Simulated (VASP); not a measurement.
# SiC, vacuum levels of a slab or layer: which settings are enough?

SiC, slab, 6 atoms in the cell. PBE; PAW potentials Si, C (PBE set). VASP 6.6.1.

Wanted: face levels within 0.04 eV; energy within 2 meV/atom; forces within 0.02 eV/Å.

Crystal: SiC, F-43m; Face: (1 1 1); Atomic planes: 6; Dipole correction: yes.

Face levels: vacuum level at each face, counted from the Fermi level.

POSCAR of the starting run:
```
SiC
1.0
    3.0960633764      0.0000000000      0.0000000000
   -1.5480316882      2.6812695357      0.0000000000
    0.0000000000      0.0000000000     20.6878316106
Si C
3 3
Direct
    0.4166666667      0.2083333333      0.3930804080
    0.0833333333      0.5416666666      0.5152742274
    0.7500000000      0.8750000000      0.6374680469
    0.7500000000      0.8750000000      0.3625319531
    0.4166666667      0.2083333333      0.4847257726
    0.0833333333      0.5416666666      0.6069195920
```

The series start from vacuum (Å): 15; correction: LDIPOL, IDIPOL 3, DIPOL, AMIN 0.01; k spacing (1/Å): 0.3; Cutoff ENCUT (eV): 525; SCF threshold EDIFF (eV): 1e-6; PREC: Accurate; LREAL: .FALSE.; ALGO: Normal. Each series keeps the choices made before it, and each single choice may use up half of a tolerance.

## Vacuum (Å)

| Vacuum (Å) | Face levels, largest deviation (eV) | Energy less reference (meV/atom) | Forces, largest deviation (eV/Å) | SCF iterations | Time (s) |
|---|---|---|---|---|---|
| 6 | 0.257 | 4.0 | 0.034 | 25 | 20 |
| 8 | 0.042 | 0.3 | 0.004 | 25 | 23 |
| 10 | 0.012 | 0.0 | 0.002 | 27 | 27 |
| 12 | 0.002 | 0.0 | 0.001 | 29 | 29 |
| 15 | 0.001 | 0.0 | 0.001 | 34 | 46 |
| 20 | 0.000 | 0.0 | 0.000 | 39 | 54 |
| 25 (reference) | 0.000 | 0.0 | 0.000 | 47 | 79 |

Chosen: 10, the loosest value from which every tighter one stays within half of the tolerance.

## Correction

| Correction | Face levels, largest deviation (eV) | Energy less reference (meV/atom) | Forces, largest deviation (eV/Å) | SCF iterations | Time (s) |
|---|---|---|---|---|---|
| LDIPOL, IDIPOL 3, DIPOL, AMIN 0.01 | 0.000 | 0.0 | 0.000 | 27 | 27 |
| LDIPOL, default AMIN | 0.000 | 0.0 | 0.002 | 25 | 17 |
| LDIPOL, no DIPOL | no result | no result | no result | 150 | 98 |
| IDIPOL 3 alone (energy only) | 0.875 | 2.5 | 0.060 | 24 | 16 |
| kernel truncation, coarsened | 0.057 | 0.1 | 0.002 | 25 | 24 |
| kernel truncation, full padding | 0.005 | 0.1 | 0.002 | 25 | 24 |

Chosen: LDIPOL, default AMIN, the fastest of those that stay within half of the tolerance.

## k spacing (1/Å)

| k spacing (1/Å) | Face levels, largest deviation (eV) | Energy less reference (meV/atom) | Forces, largest deviation (eV/Å) | SCF iterations | Time (s) |
|---|---|---|---|---|---|
| 0.6 | 0.082 | 54.1 | 0.283 | 25 | 12 |
| 0.45 | 0.074 | 1.6 | 0.157 | 24 | 12 |
| 0.3 | 0.014 | 0.0 | 0.043 | 25 | 17 |
| 0.22 | 0.007 | 0.0 | 0.012 | 25 | 18 |
| 0.16 (reference) | 0.000 | 0.0 | 0.000 | 25 | 25 |

Chosen: 0.16; the next looser run is off by more than half of the tolerance, so convergence isn't shown beyond this value.

## Cutoff ENCUT (eV)

| Cutoff ENCUT (eV) | Face levels, largest deviation (eV) | Energy less reference (meV/atom) | Forces, largest deviation (eV/Å) | SCF iterations | Time (s) |
|---|---|---|---|---|---|
| 320 | 0.006 | -2.4 | 0.030 | 25 | 13 |
| 400 | 0.001 | -0.2 | 0.006 | 25 | 19 |
| 460 | 0.001 | 1.2 | 0.003 | 25 | 22 |
| 525 | 0.001 | 2.1 | 0.003 | 25 | 25 |
| 600 | 0.001 | 1.5 | 0.002 | 25 | 40 |
| 725 (reference) | 0.000 | 0.0 | 0.000 | 25 | 44 |

Chosen: 725; the next looser run is off by more than half of the tolerance, so convergence isn't shown beyond this value.

## SCF threshold EDIFF (eV)

| SCF threshold EDIFF (eV) | Face levels, largest deviation (eV) | Energy less reference (meV/atom) | Forces, largest deviation (eV/Å) | SCF iterations | Time (s) |
|---|---|---|---|---|---|
| 0.001 | 0.103 | 0.1 | 0.072 | 17 | 26 |
| 0.0001 | 0.010 | 0.0 | 0.012 | 21 | 33 |
| 1e-5 | 0.006 | 0.0 | 0.001 | 24 | 39 |
| 1e-6 | 0.001 | 0.0 | 0.000 | 25 | 44 |
| 1e-7 (reference) | 0.000 | 0.0 | 0.000 | 27 | 42 |

Chosen: 1e-5.

## PREC

| PREC | Face levels, largest deviation (eV) | Energy less reference (meV/atom) | Forces, largest deviation (eV/Å) | SCF iterations | Time (s) |
|---|---|---|---|---|---|
| Accurate | 0.000 | 0.0 | 0.000 | 24 | 39 |
| Normal | 0.006 | 0.0 | 0.000 | 24 | 20 |

Chosen: Normal.

## LREAL

| LREAL | Face levels, largest deviation (eV) | Energy less reference (meV/atom) | Forces, largest deviation (eV/Å) | SCF iterations | Time (s) |
|---|---|---|---|---|---|
| .FALSE. | 0.000 | 0.0 | 0.000 | 24 | 20 |
| Auto | 0.000 | -0.2 | 0.013 | 24 | 20 |

Chosen: .FALSE.; no other choice that stays within half of the tolerance saves 30 % of the time.

## ALGO

| ALGO | Face levels, largest deviation (eV) | Energy less reference (meV/atom) | Forces, largest deviation (eV/Å) | SCF iterations | Time (s) |
|---|---|---|---|---|---|
| Normal | 0.000 | 0.0 | 0.000 | 24 | 20 |
| Fast | 0.005 | 0.0 | 0.003 | 22 | 16 |
| All | 0.002 | 0.0 | 0.010 | 56 | 51 |

Chosen: Fast; it saves 3.5 s of 20, so Normal would do nearly as well.

## All choices together

| Input | Face levels, largest deviation (eV) | Energy less reference (meV/atom) | Forces, largest deviation (eV/Å) | Time (s) |
|---|---|---|---|---|
| starting input without the dipole correction (naive) | 0.852 | 0.8 | 0.073 | 38 |
| chosen settings | 0.017 | 0.0 | 0.004 | 16 |
| reference settings throughout | 0.000 | 0.0 | 0.000 | 184 |

The chosen settings stay within the tolerance of the reference run, but the reference itself isn't shown to be converged in: k spacing (1/Å), Cutoff ENCUT (eV).

Values of the reference run: Face levels: 4.463, 6.439 eV.

## The input

INCAR:
```
  PREC = Normal
  ENCUT = 725
  EDIFF = 1E-5
  ISMEAR = 0
  SIGMA = 0.1
  LREAL = False
  LASPH = True
  ALGO = Fast
  NELM = 150
  LWAVE = False
  LCHARG = False
  GGA = PE
  KPAR = 4
  LVHAR = True
  LVACPOTAV = True
  LDIPOL = True
  IDIPOL = 3
  DIPOL = 0.5 0.5 0.5
```

KPOINTS:
```
Automatic mesh
0
Gamma
  15 15 1
  0 0 0
```

POSCAR:
```
SiC
1.0
    3.0960633764      0.0000000000      0.0000000000
   -1.5480316882      2.6812695357      0.0000000000
    0.0000000000      0.0000000000     15.6878316106
Si C
3 3
Direct
    0.4166666667      0.2083333333      0.3590031707
    0.0833333333      0.5416666666      0.5201424042
    0.7500000000      0.8750000000      0.6812816376
    0.7500000000      0.8750000000      0.3187183624
    0.4166666667      0.2083333333      0.4798575958
    0.0833333333      0.5416666666      0.6409968293
```

Commands:
```
cat potpaw_PBE.64/Si/POTCAR potpaw_PBE.64/C/POTCAR > POTCAR
mpirun -np 4 vasp_std > vasp.out
```

The chosen input took VASP 6.6.1 16 s on 4 cores (Intel Xeon Platinum 8488C (Sapphire Rapids)), a shared host.

## An input that fails: dipole correction along an axis in the plane

It runs to its end, but against the unchanged starting input it is off by 6.298 eV in the face levels, 3723.0 meV/atom in the energy, 7.050 eV/Å in the forces.

Changes against the starting input:
```
- IDIPOL = 3
+ IDIPOL = 1
```
